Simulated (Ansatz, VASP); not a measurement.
SnTe in VASP and in Ansatz

Contents of INCAR:

```
SYSTEM = SnTe
  PREC = Accurate
  ENCUT = 520
  EDIFF = 1E-7
  ISMEAR = -1
  SIGMA = 0.05
  LREAL = .FALSE.
  LASPH = .TRUE.
  NELM = 150
  ALGO = Normal
  ISIF = 2
  LWAVE = .FALSE.
  LCHARG = .FALSE.
  LNONCOLLINEAR = .TRUE.
  MAGMOM = 0 0 0 0 0 0
  LORBIT = 11
  LSORBIT = .TRUE.
  GGA_COMPAT = .FALSE.
  LORBMOM = .TRUE.
  GGA = CA
  NBANDS = 32
```

KPOINTS

```
regular mesh
0
G
  5 5 5
  0 0 0
```

POSCAR

```
SnTe
1.0
    0.0000000000      3.1508500000      3.1508500000
    3.1508500000      0.0000000000      3.1508500000
    3.1508500000      3.1508500000      0.0000000000
Te Sn
1 1
Direct
    0.5000000000      0.5000000000      0.5000000000
    0.0000000000      0.0000000000      0.0000000000
```

Contents of input.yaml:

```yaml
crystal:
  lattice:
    - [0.0, 3.15085, 3.15085]
    - [3.15085, 0.0, 3.15085]
    - [3.15085, 3.15085, 0.0]
  atoms:
    - { symbol: Te, position: [0.5, 0.5, 0.5] }
    - { symbol: Sn, position: [0.0, 0.0, 0.0] }
hamiltonian:
  xc: lda
  pseudopotentials: { kind: paw_fr }
magnetization:
  noncollinear: true
  spin_orbit: true
kpoints:
  mp_grid: { grid: [5, 5, 5] }
  band_path:
    path:
      - [[0.0, 0.0, 0.0], [0.5, 0.0, 0.5], [0.5, 0.25, 0.75], [0.375, 0.375, 0.75], [0.0, 0.0, 0.0], [0.5, 0.5, 0.5], [0.625, 0.25, 0.625], [0.5, 0.25, 0.75], [0.5, 0.5, 0.5], [0.375, 0.375, 0.75]]
      - [[0.625, 0.25, 0.625], [0.5, 0.0, 0.5]]
    npoints: 14
scf:
  occupations: { method: fermi_dirac, width: 0.05 }
  n_extra_bands: 6
output:
  forces: true
  stress: true
  eigenvalues: true
  fatbands: false
```

Alike in both runs: functional LDA; k mesh 5 × 5 × 5; occupations fermi-dirac, width 0.05 eV; non-collinear spin, spin-orbit coupling.

```csv
,VASP,Ansatz
version,VASP 6.6.1,Ansatz 0.2.0
potentials or method,"VASP PAW LDA potentials, release 64 (Te, Sn_d)",Ansatz PAW
plane-wave cutoff (eV),520,420
valence electrons in the cell,20,30
task,single point,band structure
```

|  | VASP | Ansatz | Ansatz less VASP |
| --- | --- | --- | --- |
| gap on the k mesh at the Fermi level (eV) | 0.58 | 0.58 | -0.001 |
| least direct gap on the mesh (eV) | 0.63 | 0.63 | 0.000 |
| pressure (GPa) | -1.5 | -1.6 | -0.07 |
| net moment per atom (μB) | 0.00 | 0.00 | 0.000 |

The two sets of potentials don't hold the same shells in valence.

Caveats: the PAW data sets come from PBE, with cores solved anew for the run's functional, which leaves a small shift of forces and pressure (Ansatz).
